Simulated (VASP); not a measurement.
Input of a VASP 6.6.1 run:

Contents of INCAR:

```
PREC     = Accurate       # precision mode
ENCUT    = 520            # plane-wave cutoff, eV
EDIFF    = 1E-7           # SCF threshold, eV
ISMEAR   = 0              # smearing method
SIGMA    = 0.02           # smearing width, eV
LREAL    = F              # projectors in reciprocal space
LASPH    = T              # aspherical terms in the spheres
NELM     = 100            # most SCF steps
ALGO     = Normal         # electronic algorithm
ISIF     = 2              # what is computed and relaxed
LWAVE    = F              # write WAVECAR
LCHARG   = F              # write CHGCAR
GGA      = PE             # functional
NBANDS   = 13             # bands
```

File KPOINTS:

```
Automatic mesh
0
Gamma
  8 8 8
```

POSCAR

```
Li2Se
1.0
    0.0000000000      3.0025000000      3.0025000000
    3.0025000000      0.0000000000      3.0025000000
    3.0025000000      3.0025000000      0.0000000000
Se Li
1 2
Direct
    0.0000000000      0.0000000000      0.0000000000
    0.7500000000      0.7500000000      0.7500000000
    0.2500000000      0.2500000000      0.2500000000
```

Potentials or basis: VASP PAW PBE potentials, release 64 (Se, Li_sv).

Run with:

```bash
$ cat potpaw_PBE.64/Se/POTCAR potpaw_PBE.64/Li_sv/POTCAR > POTCAR
$ mpirun -np 1 vasp_std > vasp.out
```

Estimate the band gap on the k mesh.

2.97 eV, indirect (least direct gap 3.39 eV).

 PBE gaps usually lie below the measured ones, often by a third to a half.
